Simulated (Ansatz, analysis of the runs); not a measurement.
# A homologous series of junctions, from SiH2(OSiH2)1 chain with amine ends, between Au (111) faces with adatoms, part 3 of 3

How fast does the conductance fall as the molecule grows?

Ansatz 0.2.0; DFT PBE, plane waves, PAW; relaxation of a junction, electrodes held but for their tips (the session's first sound run).

So far, transmission at the energy nearest the Fermi level, one spin: step 3 (transmission, 87 atoms, molecule siloxane 1, amine ends …) 8.7e-4; step 6 (91 atoms, molecule siloxane 2, amine ends, units 2) 1.2e-5.

## 9. The open system, 95 atoms, molecule siloxane 3, amine ends, units 3

This step: DFT PBE, plane waves, PAW; transmission of a junction between electrodes (Ansatz 0.2.0).

input.yaml reads:

```yaml
crystal:
  lattice:
    - [8.8246926292, 0.0, 0.0]
    - [4.4123463146, 7.6424079975, 0.0]
    - [0.0, 0.0, 34.926576246]
  atoms:
    - { symbol: Au, position: [0.722222222, 0.722222222, 0.0] }
    - { symbol: Au, position: [0.722222222, 0.055555556, 0.0] }
    - { symbol: Au, position: [0.722222222, 0.388888889, 0.0] }
    - { symbol: Au, position: [0.055555556, 0.722222222, 0.0] }
    - { symbol: Au, position: [0.055555556, 0.055555556, 0.0] }
    - { symbol: Au, position: [0.055555556, 0.388888889, 0.0] }
    - { symbol: Au, position: [0.388888889, 0.722222222, 0.0] }
    - { symbol: Au, position: [0.388888889, 0.055555556, 0.0] }
    - { symbol: Au, position: [0.388888889, 0.388888889, 0.0] }
    - { symbol: Au, position: [0.833333333, 0.833333333, 0.068766463] }
    - { symbol: Au, position: [0.833333333, 0.166666667, 0.068766463] }
    - { symbol: Au, position: [0.833333333, 0.5, 0.068766463] }
    - { symbol: Au, position: [0.166666667, 0.833333333, 0.068766463] }
    - { symbol: Au, position: [0.166666667, 0.166666667, 0.068766463] }
    - { symbol: Au, position: [0.166666667, 0.5, 0.068766463] }
    - { symbol: Au, position: [0.5, 0.833333333, 0.068766463] }
    - { symbol: Au, position: [0.5, 0.166666667, 0.068766463] }
    - { symbol: Au, position: [0.5, 0.5, 0.068766463] }
    - { symbol: Au, position: [0.944444444, 0.944444444, 0.137532926] }
    - { symbol: Au, position: [0.944444444, 0.277777778, 0.137532926] }
    - { symbol: Au, position: [0.944444444, 0.611111111, 0.137532926] }
    - { symbol: Au, position: [0.277777778, 0.944444444, 0.137532926] }
    - { symbol: Au, position: [0.277777778, 0.277777778, 0.137532926] }
    - { symbol: Au, position: [0.277777778, 0.611111111, 0.137532926] }
    - { symbol: Au, position: [0.611111111, 0.944444444, 0.137532926] }
    - { symbol: Au, position: [0.611111111, 0.277777778, 0.137532926] }
    - { symbol: Au, position: [0.611111111, 0.611111111, 0.137532926] }
    - { symbol: Au, position: [0.055555556, 0.055555556, 0.20629939] }
    - { symbol: Au, position: [0.055555556, 0.388888889, 0.20629939] }
    - { symbol: Au, position: [0.055555556, 0.722222222, 0.20629939] }
[... 7 lines left out ...]
    - { symbol: "N", position: [0.4514105376, 0.4614988714, 0.3304751962] }
    - { symbol: Si, position: [0.6571011948, 0.3699350566, 0.3532325489] }
    - { symbol: O, position: [0.6398342368, 0.3204130735, 0.3980158314] }
    - { symbol: Si, position: [0.7301327231, 0.228274679, 0.4387407106] }
    - { symbol: O, position: [0.7718898834, 0.3617789357, 0.4633493338] }
    - { symbol: Si, position: [0.8623324425, 0.3927242368, 0.5012427955] }
    - { symbol: O, position: [0.7436384898, 0.4134898255, 0.5390958178] }
    - { symbol: Si, position: [0.7094229409, 0.4503562987, 0.5855520771] }
    - { symbol: "N", position: [0.5083729934, 0.4650939353, 0.5981437572] }
    - { symbol: H, position: [0.3984327058, 0.3823799505, 0.327581505] }
    - { symbol: H, position: [0.3564100396, 0.5809522598, 0.3400532587] }
    - { symbol: H, position: [0.7068525707, 0.507623917, 0.3527716831] }
    - { symbol: H, position: [0.7778896657, 0.208254646, 0.332073425] }
    - { symbol: H, position: [0.6024626283, 0.1971307261, 0.4601585254] }
    - { symbol: H, position: [0.8974782323, 0.0621017501, 0.4317077192] }
    - { symbol: H, position: [0.867216565, 0.5570726726, 0.4949962157] }
    - { symbol: H, position: [0.0415138241, 0.2394629948, 0.5065896563] }
    - { symbol: H, position: [0.8482244477, 0.3002824659, 0.6070220032] }
    - { symbol: H, position: [0.6914263142, 0.6227123027, 0.594790807] }
    - { symbol: H, position: [0.3974566027, 0.5691048712, 0.5874363436] }
    - { symbol: H, position: [0.5000492595, 0.3546470306, 0.5946424264] }
[... 29 lines left out ...]
    - { symbol: Au, position: [0.611111111, 0.944444444, 0.931233537] }
    - { symbol: Au, position: [0.611111111, 0.277777778, 0.931233537] }
    - { symbol: Au, position: [0.944444444, 0.611111111, 0.931233537] }
    - { symbol: Au, position: [0.944444444, 0.944444444, 0.931233537] }
    - { symbol: Au, position: [0.944444444, 0.277777778, 0.931233537] }
    - { symbol: Au, position: [0.277777778, 0.611111111, 0.931233537] }
    - { symbol: Au, position: [0.277777778, 0.944444444, 0.931233537] }
    - { symbol: Au, position: [0.277777778, 0.277777778, 0.931233537] }
kpoints:
  mp_grid: { grid: [4, 4, 1] }
scf:
  occupations: { method: fermi_dirac, width: 0.1 }
hamiltonian:
  xc: pbe
output:
  transmission: { leads: [[86, 0]], e_range: [-0.7, 0.7], de: 0.035, kmesh: [4, 4] }
  dos: { projected: true, e_range: [-5, 4] }
  write_potential: true
  write_density: true
  volumetric_format: npy
```

The run is started by

```bash
> ansatz run input.yaml --threads 16 --pin off --max-ram 61440MiB --backend cuda --events-out ev --progress --plain --runs-dir out --max-vram 78GiB
```

It took 4.5 min on 1 × NVIDIA GB200 with 16 threads of Arm Neoverse V2, shared host; peak memory 20 GiB.

The conductance is 1.6e-6 G₀. The conductance is 0.13 times that of the last run that gave one. This chain holds gauche bonds, so it is not the stretched conformer. The lead's Hamiltonian steps by 23.6 meV, which the program lets pass, though it counts in the error estimate. The largest term of the program's error estimate is over 1000 %, from band edges of the leads and from resonances.

## 10. The series together

Times are for 1 × NVIDIA GB200 with 16 threads of Arm Neoverse V2, shared host. Results by setting:

| no. | molecule | units | transmission at the energy nearest the Fermi level, one spin | step of the lead's Hamiltonian (meV) | conductance of the junction (S/m²) | conductance of the junction (G₀) | added resistance times area (Ω um²) | time | memory (GiB) |
| --- | --- | --- | --- | --- | --- | --- | --- | --- | --- |
| 1 | siloxane 1, amine ends | 1 | 8.73e-4 | 23.2 | 1.01e11 | 8.76e-4 | 9.940 | 7.8 min | 18 |
| 2 | siloxane 2, amine ends | 2 | 1.21e-5 | 22.8 | 1.41e9 | 1.23e-5 | 710.0 | 3.9 min | 19 |
| 3 | siloxane 3, amine ends | 3 | 1.57e-6 | 23.6 | 1.82e8 | 1.58e-6 | 5492 | 4.5 min | 20 |

The runs together. Table of transmission by energy, zero at the Fermi level:

| energy (eV) | siloxane 1, amine ends, 1 | siloxane 2, amine ends, 2 | siloxane 3, amine ends, 3 |
| --- | --- | --- | --- |
| -0.700 | 6.0e-4 | 3.8e-6 | 6.3e-7 |
| -0.665 | 6.1e-4 | 4.1e-6 | 6.7e-7 |
| -0.630 | 6.3e-4 | 4.5e-6 | 7.0e-7 |
| -0.595 | 6.5e-4 | 5.1e-6 | 7.5e-7 |
| -0.560 | 6.8e-4 | 6.1e-6 | 8.1e-7 |
| -0.525 | 7.0e-4 | 7.2e-6 | 8.7e-7 |
| -0.490 | 7.1e-4 | 7.5e-6 | 9.2e-7 |
| -0.420 | 6.8e-4 | 6.0e-6 | 9.2e-7 |
| -0.385 | 6.7e-4 | 5.8e-6 | 9.2e-7 |
| -0.350 | 6.6e-4 | 5.9e-6 | 9.3e-7 |
| -0.315 | 6.7e-4 | 6.2e-6 | 9.7e-7 |
| -0.280 | 6.9e-4 | 6.6e-6 | 1.0e-6 |
| -0.245 | 7.0e-4 | 7.0e-6 | 1.1e-6 |
| -0.210 | 7.2e-4 | 7.5e-6 | 1.1e-6 |
| -0.175 | 7.4e-4 | 8.1e-6 | 1.2e-6 |
| -0.140 | 7.6e-4 | 8.7e-6 | 1.2e-6 |
| -0.105 | 7.8e-4 | 9.4e-6 | 1.3e-6 |
| -0.070 | 8.1e-4 | 1.0e-5 | 1.4e-6 |
| -0.035 | 8.4e-4 | 1.1e-5 | 1.5e-6 |
| 0.000 | 8.7e-4 | 1.2e-5 | 1.6e-6 |
| 0.035 | 9.1e-4 | 1.3e-5 | 1.7e-6 |
| 0.070 | 9.6e-4 | 1.5e-5 | 1.8e-6 |
| 0.105 | 1.0e-3 | 1.6e-5 | 2.0e-6 |
| 0.140 | 0.00106 | 1.8e-5 | 2.2e-6 |
| 0.175 | 0.00115 | 2.1e-5 | 2.6e-6 |
| 0.210 | 0.00143 | 2.8e-5 | 3.6e-6 |
| 0.245 | 0.00128 | 2.9e-5 | 3.6e-6 |
| 0.280 | 0.00105 | 2.5e-5 | 2.5e-6 |
| 0.315 | 9.6e-4 | 2.5e-5 | 2.1e-6 |
| 0.350 | 9.4e-4 | 2.7e-5 | 2.0e-6 |
| 0.385 | 9.4e-4 | 2.9e-5 | 2.0e-6 |
| 0.420 | 9.6e-4 | 3.2e-5 | 2.1e-6 |
| 0.490 | 0.00102 | 3.9e-5 | 2.5e-6 |
| 0.525 | 0.00107 | 4.3e-5 | 2.7e-6 |
| 0.560 | 0.00112 | 4.8e-5 | 2.9e-6 |
| 0.595 | 0.00117 | 5.4e-5 | 3.2e-6 |
| 0.630 | 0.00123 | 6.1e-5 | 3.6e-6 |
| 0.665 | 0.0013 | 6.9e-5 | 4.0e-6 |
| 0.700 | 0.00137 | 7.9e-5 | 4.4e-6 |

## 11. Landauer integrals, 95 atoms

This step: Landauer integrals over the computed T(E), interpolated linearly between its energies (analysis of the runs above).

The thermopower is -15.7 μV/K. The Lorenz ratio is 1.03, where the Wiedemann-Franz law gives 1. These values rest on a semilocal level alignment and on the mesh across the current. Moving the level by up to 0.1 eV either way gives -24 to -12 μV/K.

## 12. Results

```
conductance, SiH2(OSiH2)1 chain with amine ends : 8.8e-4 G₀ (one error term of 70 %, so a rough value at best)
thermopower, SiH2(OSiH2)1 chain with amine ends : -8.77 μV/K (rough, as the conductance is)
conductance, SiH2(OSiH2)2 chain with amine ends : 1.2e-5 G₀ (one error term of 4277 %, so a rough value at best)
thermopower, SiH2(OSiH2)2 chain with amine ends : -19.7 μV/K (rough, as the conductance is)
conductance, SiH2(OSiH2)3 chain with amine ends : 1.6e-6 G₀ (one error term of 30478 %, so a rough value at best)
thermopower, SiH2(OSiH2)3 chain with amine ends : -15.7 μV/K (rough, as the conductance is)
```

**Reading.** Semilocal functionals put a molecule's frontier levels too near the Fermi level, so conductances off resonance usually come out too high. The mesh of 4 × 4 points across the current is coarse: where the lead's channel count steps, T(E) can show bumps that belong to the mesh. Transport is coherent and elastic here: the atoms are frozen, so scattering by vibrations plays no part. The SiH2(OSiH2)3 chain with amine ends is not all-trans: 2 backbone bonds are gauche, so it is another conformer than a stretched chain, and no decay constant is fitted. Spin-orbit coupling is left out, which matters for the bands of heavy atoms. One term of the program's error estimate for a conductance, of a junction or of the perfect wire, exceeds 1000 % in this session.

[Logs are printed without paths, hosts, clocks, repeated set-up lines and the standing remarks that a program may print on its own settings, such as how far it seeks lower states.]

[Hosts, paths, dates, database ids (printed as entryN), source tags and the programs' standing remarks are cut or masked in the printed files.]
